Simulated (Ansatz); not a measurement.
## Al3Ru2 in Ansatz: the effect of strain

Crystal: Al3Ru2.

```
Ru Al
1.0
    -1.53890    1.53890    6.85738
     1.53890   -1.53890    6.85738
     1.53890    1.53890   -6.85738
Ru Al
2 3
Direct
  0.39413 0.39413 0.00000
  0.60587 0.60587 0.00000
  0.19382 0.19382 0.00000
  0.80618 0.80618 0.00000
  0.00000 0.00000 0.00000
```

The cell comes from a database or a generator and needn't be the stable form of this composition.

Alike in all runs:

| Item | Value |
| --- | --- |
| Program | Ansatz 0.2.0 |
| Task | single point |
| Functional | PBEsol |
| Potentials or basis | Ansatz PAW |
| Cutoff | 420 eV (not typed: the program's choice for these potentials) |
| k mesh | 10 × 10 × 10 |
| Occupations | fermi-dirac, width 0.05 eV |
| Spin | no spin polarisation |
| Kind of strain | uniaxial |

Question: One run gave: pressure -2.8 GPa; largest force 0.14 eV/Å. Which strain did it use?
A. -0.02
B. -0.04
C. -0.01
D. 0.01
E. 0

Answer: D.

```csv
strain,pressure (GPa),largest force (eV/Å)
-0.04,7.7,0.39
-0.02,3.1,0.17
-0.01,1.0,0.06
0,-1.0,0.04
0.01,-2.8,0.14
0.02,-4.5,0.23
0.04,-7.6,0.41
```

Caveats: the PAW data sets come from PBE, with cores solved anew for the run's functional, which leaves a small shift of forces and pressure.
